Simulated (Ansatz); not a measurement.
**A computed series for BeO: response to strain**

Start from BeO in the wurtzite structure (space group P6_3mc, No. 186; a = 2.712 Å, c = 4.405 Å). Axes: x lies along a and z along c of the hexagonal cell.

Strains are applied to the cell and any free atomic positions relax; under biaxial strain the out-of-plane vector relaxes too.

All numbers come from PBE (Ansatz, a program for electronic structure, PAW, without spin-orbit coupling).

| biaxial strain, plane normal [001], relaxed out of plane (%) | band gap (eV) |
|---|---|
| -4.28 | 7.89 |
| -4.22 | 7.89 |
| -0.22 | ? |
| -0.14 | 7.48 |
| 0 | 7.45 |

Problem. Fit E_g = E₀ + Dε (ε in %) to the rows shown and predict the withheld row.

Solution. Least squares on the printed values gives E₀ = 7.46 eV, D = -102 meV per % of strain (largest residual 0.01 eV); this predicts 7.48 eV, and the run gives 7.50 eV, 0.02 higher.

Whether these cells are dynamically stable was not tested.
